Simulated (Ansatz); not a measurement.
Runs of Ansatz 0.2.0 on Ge. It takes space group Fd-3m (No. 227, cubic). The conventional cell has a = 5.658 Å, b = 5.658 Å, c = 5.658 Å, α = 90.00°, β = 90.00°, γ = 90.00°. Ge (site symmetry -43m) has 4 Ge at 2.45 Å as nearest neighbours. 

```tsv
task	level	potentials or basis	spin	cutoff (eV)	points for each segment of the path	gap on the mesh (eV)	pressure (GPa)
band structure	exchange-only PBE	Ansatz PAW	off	420	14	none	(a)
single point	PBE	Ansatz PAW	off	800	-	none	3.6
band structure	PBEsol	Ansatz PAW	SOC, no magnetisation	420	14	none	0.7
band structure	LDA	Ansatz PAW	off	420	14	none	-1.3
band structure	PBE	Ansatz PAW polarizable	off	420	14	none	3.6
```

Alike in all rows: cell as given; k mesh 8 × 8 × 8; smearing fermi-dirac 0.05 eV.

Task: Estimate the missing entries.

Result: (a) 13.5.

Caveats: this crystal is a semiconductor, whose small gap the functional closes, so the metal is an error of the method; the PAW data sets come from PBE, with cores solved anew for the run's functional, which leaves a small shift of forces and pressure (some runs).

A k mesh can miss the band edges, and rows without SOC leave out spin-orbit coupling on Ge.

A gap of «none» marks a metal or a gap under the smearing width.
